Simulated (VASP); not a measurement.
A run of VASP 6.6.1:

The input INCAR:

```
SYSTEM = Te
ALGO = Normal ; BPARAM = 11.95
CPARAM = 0.0093 ; EDIFF = 1E-7
EDIFFG = -0.01 ; ENCUT = 600
IBRION = 2 ; ISIF = 4
ISMEAR = 0 ; IVDW_NL = 2
LASPH = .True. ; LCHARG = .False.
LMIXTAU = .True. ; LREAL = .False.
LUSE_VDW = .True. ; LWAVE = .False.
METAGGA = R2SCAN ; NELM = 80
NSW = 40 ; PREC = Accurate
SIGMA = 0.03
```

KPOINTS

```
k-points
0
Gamma
  9 9 6
  0 0 0
```

POSCAR

```
Te                                      
1.0
    4.4410470679      0.0000000000      0.0000000000
   -2.2205235340      3.8460595802      0.0000000000
    0.0000000000      0.0000000000      5.9156387193
  Te            
     3
Direct
     0.2652273577470936    0.0000000000000000    0.3333333332999970
     0.0000000000000000    0.2652273577470936    0.6666666667000030
     0.7347726422529064    0.7347726422529064    0.0000000000000000
```

Potentials or basis: VASP PAW PBE potentials, release 64 (Te).

Run with:

```bash
$ cat potpaw_PBE.64/Te/POTCAR > POTCAR
$ mpirun -np 1 vasp_std > vasp.out
```

Hardware: 1 thread of AMD EPYC 9R45 (Zen 5) (shared host).

**Question.** Estimate the wall time of this run.

**Answer.** It took 16 min on 1 thread of AMD EPYC 9R45 (Zen 5), on a shared host, peak memory 0.51 GiB. Counts: scf iterations 54, k points 62, ion steps 3.
